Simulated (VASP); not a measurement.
Here is a VASP 6.6.1 calculation.

The input INCAR:

```
SYSTEM = I
  PREC = Accurate
  ENCUT = 400
  EDIFF = 1E-7
  ISMEAR = 0
  SIGMA = 0.01
  LREAL = .False.
  LASPH = .True.
  NELM = 60
  ALGO = Normal
  ISIF = 2
  LWAVE = .False.
  LCHARG = .False.
  GGA = PE
  IVDW = 12
  IBRION = 5
  NFREE = 2
  POTIM = 0.015
  NSW = 1
  ISYM = 0
```

KPOINTS

```
regular mesh
0
Gamma
  1 1 1
  0 0 0
```

POSCAR

```
I                                       
1.0
   12.9797068966      0.0000000000      0.0000000000
    0.0000000000     13.4797068966      0.0000000000
    0.0000000000      0.0000000000     13.9797068966
  I             
     2
Selective dynamics
Direct
0.5955224535000028  0.5389366429999995  0.5076943307999997  T T T
0.4030685157086383  0.4679560877747886  0.4921907079014298  T T T
```

Potentials or basis: VASP PAW PBE potentials, release 64 (I).

Launch:

```console
$ cat potpaw_PBE.64/I/POTCAR > POTCAR
$ mpirun -np 1 vasp_gam > vasp.out
```

(1) What does it give for the dispersion energy per atom?

(2) What does it give for the highest phonon frequency at Γ?

Answers

(1) -0.024 eV.

(2) 215 cm⁻¹.
